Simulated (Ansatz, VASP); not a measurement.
## One calculation of ZrB, two programs

Contents of INCAR:

```
PREC = Accurate
ENCUT = 520
EDIFF = 1E-7
ISMEAR = 0
SIGMA = 0.1
LREAL = F
LASPH = T
NELM = 150
ALGO = Normal
ISIF = 2
LWAVE = F
LCHARG = F
ISPIN = 2
MAGMOM = 1 0
LORBIT = 11
LMAXMIX = 4
GGA = PE
NBANDS = 18
```

The input KPOINTS:

```
Automatic mesh
0
Gamma
  6 6 4
```

Contents of POSCAR:

```
ZrB
1.0
    2.9505321453      0.0000000000      0.0000000000
   -1.4752660726      2.5552357925      0.0000000000
    0.0000000000      0.0000000000      4.8313373135
Zr B
1 1
Direct
    0.0000000000      0.0000000000      0.0000000000
    0.0000000000      0.0000000000      0.5000000000
```

Input for Ansatz:

```yaml
crystal:
  lattice:
    - [2.9505321453, 0.0, 0.0]
    - [-1.4752660726, 2.5552357925, 0.0]
    - [0.0, 0.0, 4.8313373135]
  atoms:
    - { symbol: Zr, position: [0.0, 0.0, 0.0], spin: 1.0 }
    - { symbol: B, position: [0.0, 0.0, 0.5] }
basis:
  ecutwfc: 420
kpoints:
  mp_grid: { grid: [6, 6, 4] }
hamiltonian:
  xc: pbe
scf:
  occupations: { method: gaussian, width: 0.1 }
  lower_state_search: "off"
output:
  forces: true
  stress: true
  eigenvalues: true
  populations: true
magnetization:
  spin_polarized: true
```

Alike in both runs: task single point; functional PBE; k mesh 6 × 6 × 4; occupations gaussian, width 0.1 eV; collinear spin.

|  | VASP | Ansatz |
| --- | --- | --- |
| version | VASP 6.6.1 | Ansatz 0.2.0 |
| potentials or method | VASP PAW PBE potentials, release 64 (Zr_sv, B) | scalar-relativistic, plane waves, PAW |
| plane-wave cutoff (eV) | 520 | 420 |
| valence electrons in the cell | 15 | 15 |

```csv
,VASP,Ansatz,Ansatz less VASP
gap on the k mesh at the Fermi level (eV),none,none,-
pressure (GPa),0.1,0.1,-0.01
largest component of the traceless stress (GPa),0.16,0.17,+0.014
net moment per atom (μB),0.07,0.07,0.000
size of the moment on the site where the two differ most (μB),0.05,0.07,+0.016
```

Site moments also hang on the region over which each program counts them. A gap of «none» marks a metal or a gap that the smearing closes. The functional is the same, so the differences come from potentials, cutoffs and numerics.

Caveats: the k mesh is coarse (spacing up to 0.41 Å⁻¹), so the values aren't converged.
